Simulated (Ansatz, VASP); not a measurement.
One calculation of LiF, two programs

```xyz
2
Lattice="0.0000 2.0547 2.0547 2.0547 0.0000 2.0547 2.0547 2.0547 0.0000" Properties=species:S:1:pos:R:3 pbc="T T T"
Li    0.0000    0.0000    0.0000
F     2.0547    2.0547    2.0547
```

Change from the starting cell: hydrostatic strain +3.0%.

Alike in both runs: task single point; functional PBE; k mesh 10 × 10 × 10; occupations fermi-dirac, width 0.02 eV; no spin polarisation.

```csv
,VASP,Ansatz
version,VASP 6.6.1,Ansatz 0.2.0
potentials or method,"VASP PAW PBE potentials, release 64 (Li_sv, F)","plane waves, PAW"
plane-wave cutoff (eV),520,420
valence electrons in the cell,10,10
```

|  | VASP | Ansatz | Ansatz less VASP |
| --- | --- | --- | --- |
| gap on the k mesh at the Fermi level (eV) | 8.57 | 8.57 | +0.001 |

With one functional, cell and mesh, what is left measures potentials, basis and numerics.

 A k mesh can miss the band edges.
